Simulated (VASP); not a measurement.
# TiO2 (Rutile) (P4_2/mnm) in VASP: G0W0 quasiparticle levels with PBEsol

Aim: the G0W0 quasiparticle levels of TiO2 (Rutile) with PBEsol.

All numbers are computed with VASP 6.6.1; they aren't measurements. Logs are shortened: lines on timing, memory, paths and dates and some standing lists are left out, and cuts for length are marked.

**The experiment to reproduce.**

From “Shallow Valence Band of Rutile GeO2 and P-type Doping”, 2020, arxiv:2011.08928, for a bulk crystal of TiO2 at 1.6 K: band gap 3.03 eV (direct).

How close the calculation comes is told below.

## (1) The crystal as given

Symmetry: P4_2/mnm, No. 136, tetragonal system. Conventional cell: a = 4.592 Å, b = 4.592 Å, c = 2.957 Å, α = 90.00°, β = 90.00°, γ = 90.00°. Around Ti (site symmetry mmm) lie 6 O at 1.95 to 1.98 Å. O (site symmetry m2m) has 3 Ti at 1.95 to 1.98 Å as nearest neighbours.

## (2) G0W0 quasiparticle levels, PBEsol

Contents of POSCAR:

```
TiO2
1.0
    4.5922000000      0.0000000000      0.0000000000
    0.0000000000      4.5922000000      0.0000000000
    0.0000000000      0.0000000000      2.9574000000
Ti O
2 4
Direct
    0.0000000000      0.0000000000      0.0000000000
    0.5000000000      0.5000000000      0.5000000000
    0.3049600000      0.3049600000      0.0000000000
    0.1950400000      0.8049600000      0.5000000000
    0.6950400000      0.6950400000      0.0000000000
    0.8049600000      0.1950400000      0.5000000000
```

Contents of INCAR.step1:

```
  PREC = Accurate
  ENCUT = 450
  EDIFF = 1E-8
  ISMEAR = 0
  SIGMA = 0.01
  LREAL = False
  LASPH = True
  NELM = 80
  ALGO = Normal
  LWAVE = True
  LCHARG = False
  GGA = PS
  KPAR = 8
```

Contents of INCAR.step2:

```
  PREC = Accurate
  ENCUT = 450
  EDIFF = 1E-8
  ISMEAR = 0
  SIGMA = 0.01
  LREAL = False
  LASPH = True
  NELM = 1
  ALGO = Exact
  LWAVE = True
  LCHARG = False
  GGA = PS
  NBANDS = 684
  LOPTICS = True
  ISTART = 1
  KPAR = 8
```

Contents of INCAR.step3:

```
  PREC = Accurate
  ENCUT = 450
  EDIFF = 1E-8
  ISMEAR = 0
  SIGMA = 0.01
  LREAL = False
  LASPH = True
  ALGO = EVGW0
  LWAVE = False
  LCHARG = False
  GGA = PS
  NELMGW = 1
  NBANDS = 684
  ENCUTGW = 230
  NOMEGA = 50
  PRECFOCK = Fast
  ISTART = 1
  NBANDSGW = 32
  KPAR = 8
```

Contents of KPOINTS:

```
regular mesh
0
Gamma
  4 4 6
```

Potentials or basis: VASP PAW PBE potentials, release 64 (Ti_sv_GW, O_GW).

Started as:

```bash
$ cat potpaw_PBE.64/Ti_sv_GW/POTCAR potpaw_PBE.64/O_GW/POTCAR > POTCAR
$ cp INCAR.step1 INCAR
$ mpirun -np 8 vasp_std > vasp.out
$ cp INCAR.step2 INCAR
$ mpirun -np 8 vasp_std > vasp.out
$ cp INCAR.step3 INCAR
$ mpirun -np 8 vasp_std > vasp.out
```

OUTCAR:

```text
PREC = Accurate
   ENCUT = 450
   EDIFF = 1E-8
   ISMEAR = 0
   LREAL = False
   LASPH = True
   GGA = PS
   NELMGW = 1
   ENCUTGW = 230
   PRECFOCK = Fast
   ISTART = 1

 ion  position               nearest neighbor table
   1  0.000  0.000  0.000-   4 1.95   6 1.95   4 1.95   6 1.95   5 1.98   3 1.98
   2  0.500  0.500  0.500-   3 1.95   5 1.95   3 1.95   5 1.95   4 1.98   6 1.98
   3  0.305  0.305  0.000-   2 1.95   2 1.95   1 1.98
   4  0.195  0.805  0.500-   1 1.95   1 1.95   2 1.98
   5  0.695  0.695  0.000-   2 1.95   2 1.95   1 1.98
   6  0.805  0.195  0.500-   1 1.95   1 1.95   2 1.98

  LATTYP: Found a simple tetragonal cell.
 ALAT       =     4.5922000000
 C/A-ratio  =     0.6440050520

  Lattice vectors:

 A1 = (   4.5922000000,   0.0000000000,   0.0000000000)
 A2 = (   0.0000000000,   4.5922000000,   0.0000000000)
 A3 = (   0.0000000000,   0.0000000000,   2.9574000000)

Analysis of symmetry for initial positions (statically):
=====================================================================
 Subroutine PRICEL returns:
 Original cell was already a primitive cell.

 Routine SETGRP: Setting up the symmetry group for a
 simple tetragonal supercell.

 Subroutine GETGRP returns: Found 16 space group operations
 (whereof  8 operations were pure point group operations)
 out of a pool of 16 trial point group operations.

The static configuration has the point symmetry D_2h.
 The point group associated with its full space group is D_4h.

Analysis of symmetry for dynamics (positions and initial velocities):
=====================================================================
 Subroutine PRICEL returns:
 Original cell was already a primitive cell.

 Routine SETGRP: Setting up the symmetry group for a
 simple tetragonal supercell.

 Subroutine GETGRP returns: Found 16 space group operations
 (whereof  8 operations were pure point group operations)
 out of a pool of 16 trial point group operations.

The dynamic configuration has the point symmetry D_2h.
 The point group associated with its full space group is D_4h.

 Subroutine INISYM returns: Found 16 space group operations
 (whereof  8 operations are pure point group operations),
 and found     1 'primitive' translations

----------------------------------------------------------------------------------------

                                     Primitive cell

  volume of cell :      62.3665

[... 48 lines left out ...]

 Found     24 irreducible k-points:

 Following reciprocal coordinates:
            Coordinates               Weight
  0.000000  0.000000  0.000000      1.000000
  0.250000  0.000000  0.000000      4.000000
  0.500000  0.000000  0.000000      2.000000
  0.250000  0.250000  0.000000      4.000000
  0.500000  0.250000  0.000000      4.000000
  0.500000  0.500000  0.000000      1.000000
[... 16 lines left out ...]
  0.500000  0.250000  0.500000      4.000000
  0.500000  0.500000  0.500000      1.000000
   k-points           NKPTS =     24   k-points in BZ     NKDIM =     96   number of bands    NBANDS=    684
   number of dos      NEDOS =    301   number of ions     NIONS =      6
   total plane-waves  NPLWV =  20480
   dimension x,y,z NGX =    32 NGY =   32 NGZ =   20
   dimension x,y,z NGXF=    64 NGYF=   64 NGZF=   40
   ions per type =               2   4
   NGX,Y,Z   is equivalent  to a cutoff of  11.58, 11.58, 11.24 a.u.
   NGXF,Y,Z  is equivalent  to a cutoff of  23.17, 23.17, 22.49 a.u.
 SYSTEM =  unknown system
   PREC   = accura    normal or accurate (medium, high low for compatibility)
   ISTART =      1    job   : 0-new  1-cont  2-samecut
   ICHARG =      0    charge: 1-file 2-atom 10-const
   ISPIN  =      1    spin polarized calculation?
   LNONCOLLINEAR =      F non collinear calculations
   LSORBIT =      F    spin-orbit coupling
   LASPH  =      T    aspherical Exc in radial PAW
   ENCUT  =  450.0 eV  33.07 Ry    5.75 a.u.   7.94  7.94  5.12*2*pi/ulx,y,z
   NELM   =     60;   NELMIN=  2; NELMDL=  0     # of ELM steps
   EDIFF  = 0.1E-07   stopping-criterion for ELM
   LREAL  =      F    real-space projection
   EDIFFG = 0.1E-06   stopping-criterion for IOM
   NSW    =      0    number of steps for IOM
   IBRION =     -1    ionic relax: 0-MD 1-quasi-New 2-CG
   NFREE  =      0    steps in history (QN), initial steepest desc. (CG)
   ISIF   =      0    stress and relaxation
   ISYM   =      3    0-nonsym 1-usesym 2-fastsym
   POTIM  = 0.5000    time-step for ionic-motion
   TEBEG  =    0.0;   TEEND  =   0.0 temperature during run
   PSTRESS=    0.0 pullay stress
   NELECT =      48.0000    total number of electrons
   NUPDOWN=      -1.0000    fix difference up-down
   EMIN   =  10.00;   EMAX   =-10.00  energy-range for DOS
   EFERMI =   0.00;   METHOD = LEGACY
   ISMEAR =     0;   SIGMA  =   0.01  broadening in eV -4-tet -1-fermi 0-gaus
   EFERMI_NEDOS =   21; number of points for ismear=-14 and -15
   IALGO  =     38    algorithm
   IMIX   =      4    mixing-type and parameters
     AMIX     =   0.40;   BMIX     =  1.00
     AMIX_MAG =   1.60;   BMIX_MAG =  1.00
  volume/ion in A,a.u.               =      10.39        70.15
  Fermi-wavevector in a.u.,A,eV,Ry     =   1.500277  2.835112 30.624403  2.250830
  Thomas-Fermi vector in A             =   2.611798
   LORBIT       =      0    0 simple, 1 ext, 2 COOP (PROOUT), +10 PAW based schemes
   GGA     = PS    functional components
   LHFCALC =     T    Hartree Fock is set to
   PRECFOCK=fast      Normal, Fast or Accurate (Low or Medium for compatibility)
   ENCUT4O =  -1.0   cutoff for four orbital integrals eV
   NKREDX  =     1    reduce k-point grid by
   NKREDY  =     1    reduce k-point grid by
   NKREDZ  =     1    reduce k-point grid by
   AEXX    =    1.0000 exact exchange contribution
   HFSCREEN=    0.0000 screening length (either q_TF or 0.3 A-1)
   HFSCREENC=   0.0000 screening length for correlation (either q_TF or 0.3 A-1)
   ENCUTFOCK=  -1.0 apply spherical cutoff to Coloumb kernel
   IVDW    =     0    specifies the selected vdW correction
   LEPSILON=     F    determine dielectric tensor
   LRPA    =     F    only Hartree local field effects (RPA)
   LRPAFORCE           =     F    calculate RPA forces
   ENCUTGW             = 230.0    cutoff for response function in eV
   ENCUTGWSOFT         = 184.0    soft cutoff for Coulomb kernel in GW response function in eV
   ENCUTLF             =  -1.0    cutoff for local field effects
   NELMGW              =     1    number of iterations in solving QP/BSE equation
   NELMHF              =     1    number of iterations in the inner HF iteration
   NKREDLFX            =     1    NKREDLFY  =   1   NKREDLFZ  =   1
 non-spin polarized calculation
 Gauss-broadening in eV      SIGMA  =   0.01
  energy-cutoff  :      450.00
  volume of cell :       62.37
 maximum number of plane-waves:      1366
 NGX is ok and might be reduce to    32
  NGX = 18; NGY = 18; NGZ = 12
   NGX = 15   NGY = 15   NGZ = 11
 maximum number of plane-waves:       508

 QP shifts <psi_nk| G(iteration)W_0 |psi_nk>: iteration 1
 for sc-GW calculations column KS-energies equals QP-energies in previous step
 and V_xc(KS)=  KS-energies - (<T + V_ion + V_H > + <T+V_H+V_ion>^1  + <V_x>^1)

 k-point   1 :       0.0000    0.0000    0.0000
  band No.  KS-energies  QP-energies   sigma(KS)   V_xc(KS)     V^pw_x(r,r')   Z            occupation Imag(sigma)

      1     -51.8776     -52.8265     -26.3196     -24.6915     -41.6221       0.5828       2.0000       1.9983
      2     -51.8601     -52.7963     -26.3036     -24.7105     -41.6292       0.5876       2.0000       1.9988
      3     -28.3134     -29.2603     -25.3188     -23.8263     -34.5176       0.6344       2.0000       1.1899
      4     -28.3134     -29.2603     -25.3188     -23.8263     -34.5176       0.6344       2.0000       1.1899
      5     -28.1425     -29.1122     -25.5224     -24.0207     -34.5561       0.6457       2.0000       1.0905
      6     -28.1425     -29.1122     -25.5224     -24.0207     -34.5561       0.6457       2.0000       1.0905
[... 852 lines left out ...]
     31      10.6857      11.8778     -20.7130     -22.4277     -13.8455       0.6952       0.0000      -0.5277
     32      10.6857      11.8778     -20.7130     -22.4277     -13.8455       0.6952       0.0000      -0.5277
```

OUTCAR.step1:

```text
PREC = Accurate
   ENCUT = 450
   EDIFF = 1E-8
   ISMEAR = 0
   LREAL = False
[... 981 lines left out ...]
      1.40044      1.40044      0.00000        -0.021728     -0.021728      0.000000
      0.89566      3.69654      1.47870         0.021728     -0.021728      0.000000
      3.19176      3.19176      0.00000         0.021728      0.021728     -0.000000
      3.69654      0.89566      1.47870        -0.021728      0.021728     -0.000000
 -----------------------------------------------------------------------------------
    total drift:                                0.000000     -0.000000     -0.000000

  FREE ENERGIE OF THE ION-ELECTRON SYSTEM (eV)
  ---------------------------------------------------
  free  energy   TOTEN  =       -60.7215238110 eV

  energy  without entropy=      -60.7215238110  energy(sigma->0) =      -60.72152381
```

Wall time 69 min (8 MPI ranks of AMD EPYC 7R13 (Zen 3), shared host); peak memory 2.7 GiB.

Results:

| Item | Value |
| --- | --- |
| Band gap on the k mesh, mean-field level | 1.85 eV, direct |
| Quasiparticle gap | 3.52 eV |
| Least direct quasiparticle gap | 3.57 eV |

Caveat: bands, screening cutoff and mesh are small and nothing is extrapolated, so the quasiparticle values aren't converged.

## (3) Comparison with measurements

Step 2. Against the measured direct gap of TiO2, 3.03 eV (direct; 1.6 K; quoted in “Shallow Valence Band of Rutile GeO2 and P-type Doping”, 2020, arxiv:2011.08928), the calculated 3.57 eV is off by +0.54 eV. The value is that of G0W0 on PBEsol, without temperature or zero-point motion.
